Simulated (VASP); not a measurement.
The system is SrO.

```
CELL_PARAMETERS angstrom
0.00000 2.56630 2.56630
2.56630 0.00000 2.56630
2.56630 2.56630 0.00000
ATOMIC_POSITIONS crystal
Sr 0.50000 0.50000 0.50000
O 0.00000 0.00000 0.00000
```

Base run:

```yaml
Program: VASP 6.6.1
Functional: PBE0
Potentials_or_basis: VASP PAW PBE potentials, release 64 (Sr_sv, O)
Cutoff: 520 eV
k_mesh: 6 × 6 × 6
Occupations: gaussian, width 0.02 eV
Spin: no spin polarisation
```

Its results: band gap on the k mesh 5.47 eV, indirect (least direct gap 5.58 eV); pressure 1.7 GPa.

Problem. The run is repeated on the same cell with these changes: functional from PBE0 to HSE03. What comes out?

Solution. Band gap on the k mesh 4.49 eV, indirect (least direct gap 4.59 eV); pressure 1.8 GPa.

Caveats: the PAW data sets were made with another functional, which shifts forces and pressure a little.
